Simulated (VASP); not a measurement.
Input of a VASP 6.6.1 run:

The input POSCAR:

```
InP
1.0
    0.0000000000      2.8550000000      2.8550000000
    2.8550000000      0.0000000000      2.8550000000
    2.8550000000      2.8550000000      0.0000000000
In P
1 1
Direct
    0.0000000000      0.0000000000      0.0000000000
    0.5000000000      0.5000000000      0.5000000000
```

File INCAR.step1:

```
PREC = Accurate
ENCUT = 520
ISMEAR = 0
SIGMA = 0.15
LREAL = False
LASPH = True
NELM = 100
NBANDS = 16
GGA = PE
ALGO = Normal
EDIFF = 1E-4
LWAVE = True
LCHARG = False
```

The input INCAR.step2:

```
PREC = Accurate
ENCUT = 520
EDIFF = 1E-7
ISMEAR = 0
SIGMA = 0.15
LREAL = False
LASPH = True
NELM = 100
ALGO = Normal
ISIF = 2
LWAVE = False
LCHARG = False
METAGGA = R2SCAN
LMIXTAU = True
NBANDS = 16
ISTART = 1
```

KPOINTS

```
regular mesh
0
Gamma
  14 14 14
```

Potentials or basis: VASP PAW PBE potentials, release 64 (In_d, P).

Command:

```console
$ cat potpaw_PBE.64/In_d/POTCAR potpaw_PBE.64/P/POTCAR > POTCAR
$ cp INCAR.step1 INCAR
$ mpirun -np 1 vasp_std > vasp.out
$ cp INCAR.step2 INCAR
$ mpirun -np 1 vasp_std > vasp.out
```

Q: Estimate the pressure.

A: -7.3 GPa.

Q: What does it give for the band gap on the k mesh?

A: None (metal or under the smearing width).

Caveat: the PAW data sets were made with another functional, which shifts forces and pressure a little.
